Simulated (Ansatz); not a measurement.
# Ni: the cost of one run

Program: Ansatz 0.2.0. Level of theory: DFT PBE, with the methods named in each step. These are calculated values, not measurements.

### Step 1. The system as given

Symmetry: I4/mmm, No. 139, tetragonal system. The conventional cell has a = 2.675 Å, b = 2.675 Å, c = 2.961 Å, α = 90.00°, β = 90.00°, γ = 90.00°. Ni (site symmetry 4/mmm) has 12 Ni at 2.40 to 2.68 Å as nearest neighbours.

As a file:

```cif
data_structure
_symmetry_space_group_name_H-M 'P 1'
_symmetry_Int_Tables_number 1
_cell_length_a 2.4023
_cell_length_b 2.4023
_cell_length_c 2.4023
_cell_angle_alpha 112.325
_cell_angle_beta 112.325
_cell_angle_gamma 103.904
_cell_volume 10.60
loop_
_atom_site_label
_atom_site_type_symbol
_atom_site_fract_x
_atom_site_fract_y
_atom_site_fract_z
_atom_site_occupancy
Ni1 Ni 0.00000 0.00000 0.00000 1
```

Elk's input and logs are in atomic units (hartree, bohr).

### Step 2. Collinear moments without spin-orbit coupling, PAW

input.yaml reads:

```yaml
crystal:
  lattice:
    - [-1.3376882352, 1.3376882352, 1.4805755529]
    - [1.3376882352, -1.3376882352, 1.4805755529]
    - [1.3376882352, 1.3376882352, -1.4805755529]
  atoms:
    - { symbol: Ni, position: [0.0, 0.0, 0.0], spin: 1.5 }
magnetization:
  spin_polarized: true
kpoints:
  mp_grid: { grid: [16, 16, 16] }
scf:
  occupations: { method: fermi_dirac, width: 0.05 }
  lower_state_search: "off"
hamiltonian:
  xc: pbe
  pseudopotentials: { kind: paw }
output:
  forces: true
  stress: true
  eigenvalues: true
  write_density: true
  write_potential: true
  elf: true
  volumetric_format: npy
```

Started as:

```sh
> ansatz run input.yaml --threads 2 --pin off --max-ram 4096MiB --backend cpu --events-out ev --progress --plain --runs-dir out
```

What time and memory should one allow on 2 threads of AMD EPYC 7R43 (Zen 3), shared host?

About 10 s, with a peak of 0.41 GiB.
